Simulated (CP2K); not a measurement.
Runs of CP2K 2026.2 on MgS (Niningerite). It takes space group Fm-3m (No. 225, cubic). The conventional cell has a = 5.203 Å, b = 5.203 Å, c = 5.203 Å, α = 90.00°, β = 90.00°, γ = 90.00°. S (site symmetry m-3m) has 6 Mg at 2.60 Å as nearest neighbours. Mg (site symmetry m-3m) has 6 S at 2.60 Å as nearest neighbours. 

```tsv
task	level	potentials or basis	cell	k mesh	EXTRAPOLATION	optimiser	most steps	KEEP_SPACE_GROUP	force threshold (eV/A)	gap on the mesh (eV)	pressure (GPa)	relaxed volume (Å³/atom)
relaxation of cell and atoms	PBE	POTENTIAL_UZH S GTH-PBE-q6, Mg GTH-PBE-q10; DZVP-MOLOPT-PBE-GTH basis	relaxed	7 × 7 × 7	USE_PREV_P	BFGS	40	yes	0.02 eV/Å	(a)	0.0	18.33
relaxation of cell and atoms	PBE+D3	POTENTIAL_UZH S GTH-PBE-q6, Mg GTH-PBE-q10; DZVP-MOLOPT-PBE-GTH basis	relaxed	7 × 7 × 7	USE_PREV_P	BFGS	40	yes	0.02 eV/Å	(b)	0.0	17.97
single point	revPBE	POTENTIAL_UZH S GTH-PBE-q6, Mg GTH-PBE-q10; TZVP-MOLOPT-PBE-GTH basis	as given	9 × 9 × 9	-	-	-	-	-	(c)	4.2	-
single point	PW91	POTENTIAL_UZH S GTH-PBE-q6, Mg GTH-PBE-q10; TZVP-MOLOPT-PBE-GTH basis	as given	9 × 9 × 9	-	-	-	-	-	2.87	2.7	-
single point	PBE	POTENTIAL_UZH S GTH-PBE-q6, Mg GTH-PBE-q10; TZVP-MOLOPT-PBE-GTH basis	as given	9 × 9 × 9	-	-	-	-	-	2.85	2.7	-
single point	SCAN	POTENTIAL_UZH S GTH-PBE-q6, Mg GTH-PBE-q10; TZVP-MOLOPT-PBE-GTH basis	as given	9 × 9 × 9	-	-	-	-	-	3.50	0.8	-
single point	LDA	POTENTIAL_UZH S GTH-PBE-q6, Mg GTH-PBE-q10; TZVP-MOLOPT-PBE-GTH basis	as given	9 × 9 × 9	-	-	-	-	-	2.52	-0.7	-
single point	PBEsol	POTENTIAL_UZH S GTH-PBE-q6, Mg GTH-PBE-q10; TZVP-MOLOPT-PBE-GTH basis	as given	9 × 9 × 9	-	-	-	-	-	(d)	1.1	-
single point	rev-vdW-DF2	POTENTIAL_UZH S GTH-PBE-q6, Mg GTH-PBE-q10; TZVP-MOLOPT-PBE-GTH basis	as given	9 × 9 × 9	-	-	-	-	-	2.81	1.7	-
relaxation of cell and atoms	PBE+D2	POTENTIAL_UZH S GTH-PBE-q6, Mg GTH-PBE-q10; DZVP-MOLOPT-PBE-GTH basis	relaxed	7 × 7 × 7	USE_PREV_P	BFGS	40	yes	0.02 eV/Å	2.83	0.0	17.90
relaxation of cell and atoms	PBE+D3(BJ)	POTENTIAL_UZH S GTH-PBE-q6, Mg GTH-PBE-q10; DZVP-MOLOPT-PBE-GTH basis	relaxed	7 × 7 × 7	USE_PREV_P	BFGS	40	yes	0.02 eV/Å	2.90	0.0	17.56
relaxation of cell and atoms	PBE+D4	POTENTIAL_UZH S GTH-PBE-q6, Mg GTH-PBE-q10; DZVP-MOLOPT-PBE-GTH basis	relaxed	7 × 7 × 7	USE_PREV_P	BFGS	40	yes	0.02 eV/Å	2.87	0.0	17.72
```

Alike in all rows: no spin polarisation; smearing fermi-dirac 0.05 eV.

Task: Fill in the values left out.

Result: (a) 2.74; (b) 2.82; (c) 3.01; (d) 2.73.

Caveats: an odd mesh through Γ misses points on the zone boundary, where band edges often lie; the basis of atomic orbitals isn't converged, which shifts pressures, moduli and gaps; the potentials were made for another functional, which shifts forces and pressure (some runs); the real-space grid breaks the cell's symmetry a little (some runs).
